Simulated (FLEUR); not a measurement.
# BaTiO3 under changes of volume

One of the cells (12.856 Å³/atom); the others are scaled copies at fixed shape and fractional positions:

```xyz
5
Lattice="3.9998 0.0000 0.0000 0.0000 3.9998 0.0000 0.0000 0.0000 4.0180" Properties=species:S:1:pos:R:3 pbc="T T T"
Ba    0.0000    0.0000    0.0000
Ti    1.9999    1.9999    1.9688
O     0.0000    1.9999    2.0773
O     1.9999    0.0000    2.0773
O     1.9999    1.9999    0.0763
```

* Program: FLEUR MaX-R8.1 (later development tree)
* Functional: PBE
* Potentials or basis: all-electron
* Basis: FLAPW
* Kmax: 4.5 1/bohr
* k mesh: 7 × 7 × 7
* Occupations: fermi-dirac, width 0.05 eV
* Spin: no spin polarisation

| volume (Å³/atom) | energy over the lowest point (meV/atom) | gap on the mesh (eV) |
| --- | --- | --- |
| 12.085 | 36.88 | 2.06 |
| 12.342 | 17.78 | 2.01 |
| 12.856 | 0.00 | 1.92 |
| 13.371 | 3.56 | 1.82 |
| 13.628 | ? | ? |

Q: What does the run at 13.628 Å³/atom give?

A: Energy over the lowest point 12.96 meV/atom; gap on the mesh 1.78 eV.

Worked out: A Birch-Murnaghan fit of order 2 (a polynomial in V^(-2/3)) to the other rows has its minimum at 13.01 Å³/atom with B0 = V·E''(V) = 162 GPa at fixed shape and positions, which overstates the stiffness. It gives 12.46 meV/atom at 13.628 Å³/atom, against the run's 12.96. A straight line through the other rows of the gap, of slope -2.36 eV per unit of ln V, extrapolates to 1.78 eV, against the run's 1.78.

Energies are extrapolated to zero smearing.

Caveats: the plane-wave cutoff is short for the semicore states, which can make moduli rough; spin-orbit coupling is left out, which moves the levels of the heavy elements; an odd mesh through Γ misses points on the zone boundary, where band edges often lie.
